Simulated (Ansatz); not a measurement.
**Hg: an axial (c/a) deformation path**

One table from this session's results is given with a row withheld; the runs are named, their logs left out.

Program: Ansatz 0.2.0. Level of theory: DFT PBE, scalar-relativistic, plane waves, PAW. These are calculated values, not measurements.

### The structure to begin with

The structure is trigonal, space group R-3m (No. 166). The conventional cell has a = 3.460 Å, b = 3.460 Å, c = 6.702 Å, α = 90.00°, β = 90.00°, γ = 120.00°. Hg (site symmetry -3m) is surrounded by 6 Hg at 3.00 Å.

Structure file:

```xyz
1
Lattice="1.7300 0.9988 2.2340 -1.7300 0.9988 2.2340 0.0000 -1.9976 2.2340" Properties=species:S:1:pos:R:3 pbc="T T T"
Hg    0.0000    0.0000    0.0000
```

The cell is taken as given, not relaxed at this level.

The first run:

File input.yaml:

```yaml
crystal:
  lattice:
    - [1.7300004553, 0.9988162286, 2.234]
    - [-1.7300004553, 0.9988162286, 2.234]
    - [0.0, -1.9976324571, 2.234]
  atoms:
    - { symbol: Hg, position: [0.0, 0.0, 0.0] }
basis:
  ecutwfc: 420
kpoints:
  mp_grid: { grid: [21, 21, 21] }
hamiltonian:
  xc: pbe
scf:
  occupations: { method: gaussian, width: 0.15 }
output:
  forces: true
  stress: true
  eigenvalues: true
```

The run is started by

```console
$ ansatz run input.yaml --threads 1 --pin off --max-ram 1228MiB --backend cpu --events-out ev --progress --plain --runs-dir out
```

Steps of the session up to this table: Zero of the scan; Point ρ = 0.850; Point ρ = 1.200; Point ρ = 0.920; At ρ = 1.100.

One of the session's tables, all rows but one given; the rest of the session is left out.

Collected from the runs (energy zero: the undisturbed cell):

```
    ρ  ΔE (meV/atom)  pressure (GPa)
0.850           28.8             8.5
0.920              ?               ?
1.000            0.0             6.1
1.100            0.0             5.2
1.200            0.2             5.3
```

Q: Estimate the row for ρ = 0.920 from the others.

Worked estimate for «ΔE (meV/atom)». A straight line through the neighbours (0.850, 28.8) and (1.000, 0.0) gives 28.8 + (0.0 − 28.8) × (0.920 − 0.850) / (1.000 − 0.850) = 15.4; a parabola fitted to 3 rows on both sides gives 11.1.

As computed: ΔE (meV/atom): 10.9; pressure (GPa): 7.3. In «ΔE (meV/atom)» the line misses by +4.5 and the parabola by +0.2.
